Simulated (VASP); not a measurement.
# NaH: single point with PBE

Crystal: NaH.

```
Na H
1.0
     0.00000    2.41604    2.41604
     2.41604    0.00000    2.41604
     2.41604    2.41604    0.00000
Na H
1 1
Direct
  0.00000 0.00000 0.00000
  0.50000 0.50000 0.50000
```

The cell isn't the ideal one: cell and atoms relaxed tightly for response.

* Program: VASP 6.6.1
* Task: single point
* Functional: PBE
* Potentials or basis: VASP PAW PBE potentials, release 64 (Na_pv, H)
* Cutoff: 520 eV
* k mesh: 8 × 8 × 8
* Occupations: gaussian, width 0.01 eV
* Spin: no spin polarisation

* Pressure: 0.0 GPa
* Band gap on the k mesh: 3.76 eV, indirect (least direct gap 4.62 eV)

Levels at points of the mesh, in eV from the valence-band top:
| k point | band 2 | band 3 | band 4 | band 5 | band 6 | band 7 |
| --- | --- | --- | --- | --- | --- | --- |
| (0.00, 0.00, 0.00) | -22.10 | -22.10 | -3.62 | 10.42 | 15.60 | 15.60 |
| (0.50, 0.00, 0.00) | -22.11 | -22.11 | -0.86 | 3.76 | 10.78 | 13.39 |
| (0.50, 0.50, 0.00) | -22.13 | -22.13 | -0.18 | 4.64 | 10.03 | 10.67 |

Wall time 18 s on 1 thread of AMD EPYC 7571 (shared host), peak memory 0.12 GiB.

A k mesh can miss the band edges.
